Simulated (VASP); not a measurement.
Set up this calculation in VASP 6.6.1, as the native input.

| Item | Value |
| --- | --- |
| Task | single point |
| Functional | PBE |
| Potentials or basis | VASP PAW PBE potentials, release 64 (Cu) |
| Cutoff | 520 eV |
| k mesh | 12 × 12 × 12 |
| Occupations | gaussian, width 0.1 eV |
| Spin | no spin polarisation |
| Further INCAR settings | ALGO = Normal; EDIFF = 1e-07 |

The structure of Cu lies in POSCAR:

```
Cu                                      
1.0
   -0.0000000000      1.7984733993      1.7984733993
    1.7984733993      0.0000000000      1.7984733993
    1.7984733993      1.7984733993     -0.0000000000
  Cu            
     1
Direct
     0.0000000000000000    1.0000000000000000    1.0000000000000000
```

The cell isn't the ideal one: a relaxed cell with its volume scaled by 0.97.

One way to write it, as run:

INCAR

```
SYSTEM = Cu
ALGO = Normal
EDIFF = 1E-7
ENCUT = 520
GGA = PE
ISIF = 2
ISMEAR = 0
LASPH = .True.
LCHARG = .False.
LREAL = .False.
LWAVE = .False.
NELM = 100
PREC = Accurate
SIGMA = 0.1
```

KPOINTS

```
k-points
0
Gamma
  12 12 12
  0 0 0
```

Potentials or basis: VASP PAW PBE potentials, release 64 (Cu).

Command:

```console
$ cat potpaw_PBE.64/Cu/POTCAR > POTCAR
$ mpirun -np 1 vasp_std > vasp.out
```

It gave:

```
Pressure               : 4.5 GPa
Band gap on the k mesh : none (metal or under the smearing width)
```

Wall time 15 s on 1 thread of AMD EPYC 7R43 64-Core Processor (Zen 3), on a shared host, peak memory 0.09 GiB.
